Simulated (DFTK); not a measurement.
Runs of DFTK 0.8.2 on GaAs. The structure is cubic, space group F-43m (No. 216). The conventional cell has a = 5.654 Å, b = 5.654 Å, c = 5.654 Å, α = 90.00°, β = 90.00°, γ = 90.00°. Around As (site symmetry -43m) lie 4 Ga at 2.45 Å. Around Ga (site symmetry -43m) lie 4 As at 2.45 Å. 

```tsv
task	level	potentials or basis	k mesh	cutoff (eV)	valence electrons	SCF tolerance on the density	symmetries used	mesh quality	gap on the mesh (eV)	V0 of scaled cells (Å³/atom)	B0 (GPa)
equation of state	PBE	dojo.nc.sr.pbe.v0_4_1.standard.upf (PBE)	8 × 8 × 8	1143	As 15, Ga 13	1e-06	-	not flagged	-	23.74	(b)
equation of state	PBEsol	cp2k.nc.sr.pbe.v0_1.largecore.gth (PBE, GTH, large core)	8 × 8 × 8	544	As 5, Ga 3	1e-06	-	not flagged	-	23.36	(c)
equation of state	PBEsol	dojo.nc.sr.pbesol.v0_4_1.standard.upf (PBEsol)	8 × 8 × 8	1143	As 15, Ga 13	1e-06	-	not flagged	-	22.68	69
single point	HSE06	SG15 1.2 (PBE)	2 × 2 × 2	1225	As 5, Ga 13	1e-05	no	coarse	1.60	-	-
single point	PBE0	SG15 1.2 (PBE)	2 × 2 × 2	1225	As 5, Ga 13	1e-05	no	coarse	(a)	-	-
```

Alike in all rows: no spin polarisation; cell as given; smearing fermi-dirac 0.05 eV.

Problem. Fill in the values left out.

Solution. (a) 2.36; (b) 61; (c) 62.

Caveats: some runs use coarse meshes; the potentials were made for another functional, which shifts forces and pressure (some runs); GTH potentials come without recommended cutoffs, and this one wasn't checked for convergence (some runs); this set keeps more shells in the core, which shifts pressures and gaps (some runs); this program's HSE differs a little from the usual definition (some runs).

A k mesh can miss the band edges, and the runs leave out spin-orbit coupling on As, Ga.

Not every run made on this cell is shown here.
